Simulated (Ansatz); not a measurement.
Rock-salt LiI was calculated with B3LYP (VWN-RPA form) in Ansatz (PAW).

Run with plane-wave cutoff 460 eV, 8×8×8 k mesh, Fermi–Dirac smearing 0.01 eV, scalar-relativistic PAW data made under PBE.

Response to compression and expansion:

| V (Å³/atom) | P (GPa) | direct gap at Γ (eV) |
|---|---|---|
| 27.192 | 1.04 | 5.798 |
| 28.129 | 0.32 | 5.652 |
| 28.623 | 0.00 | 5.580 |
| 29.338 | -0.43 | 5.482 |
| 30.054 | -0.79 | 5.390 |

A straight line through the gaps at Γ against ln V gives a volume deformation potential dE_g(Γ)/d ln V of -4.1 eV: the gap at Γ widens under compression.

Measured, for comparison: band gap 6.4 eV (temperature not stated, not corrected to a static lattice, our sources range from 6.10 to 6.40; as tabulated in Aguado et al. (1998), arXiv:cond-mat/9809176).

Spin–orbit coupling is not included; with these elements it can move the gap by several tenths of an eV or more.

Ansatz is a first-principles code.
